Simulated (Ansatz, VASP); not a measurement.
# Two plane-wave programs on GaN

INCAR

```
PREC = Accurate ; ENCUT = 520
EDIFF = 1E-6 ; ISMEAR = 0
SIGMA = 0.02 ; LREAL = False
LASPH = True ; NELM = 60
ALGO = Normal ; ISIF = 2
LWAVE = False ; LCHARG = False
GGA = PE ; NBANDS = 16
```

The input KPOINTS:

```
Automatic mesh
0
Gamma
  10 10 10
```

POSCAR

```
GaN
1.0
    0.0000000000      2.2038556125      2.2038556125
    2.2038556125      0.0000000000      2.2038556125
    2.2038556125      2.2038556125      0.0000000000
Ga N
1 1
Direct
    0.0000000000      0.0000000000      0.0000000000
    0.7500000000      0.7500000000      0.7500000000
```

Input for Ansatz:

```yaml
crystal:
  lattice:
    - [0.0, 2.2038556125, 2.2038556125]
    - [2.2038556125, 0.0, 2.2038556125]
    - [2.2038556125, 2.2038556125, 0.0]
  atoms:
    - { symbol: Ga, position: [0.0, 0.0, 0.0] }
    - { symbol: "N", position: [0.75, 0.75, 0.75] }
basis:
  ecutwfc: 420
kpoints:
  mp_grid: { grid: [10, 10, 10] }
hamiltonian:
  xc: pbe
scf:
  occupations: { method: gaussian, width: 0.02 }
output:
  forces: true
  stress: true
  eigenvalues: true
```

Alike in both runs: task single point; functional PBE; k mesh 10 × 10 × 10; occupations gaussian, width 0.02 eV; no spin polarisation.

|  | VASP | Ansatz |
| --- | --- | --- |
| version | VASP 6.6.1 | Ansatz 0.2.0 |
| potentials or method | VASP PAW PBE potentials, release 64 (Ga_d, N) | scalar-relativistic, plane waves, PAW |
| plane-wave cutoff (eV) | 520 | 420 |
| valence electrons in the cell | 18 | 18 |

VASP gave:

| Item | Value |
| --- | --- |
| gap on the k mesh at the Fermi level (eV) | 2.16 |
| least direct gap on the mesh (eV) | 2.16 |
| pressure (GPa) | 19.9 |

Task: Estimate Ansatz's values.

Result: gap on the k mesh at the Fermi level (eV): 2.14; least direct gap on the mesh (eV): 2.14; pressure (GPa): 20.0.

Caveats: so large a pressure means that the cell lies far from this level's equilibrium, or that cutoff or potentials fall short (VASP). As with any semilocal functional, this PBE gap is likely too small.
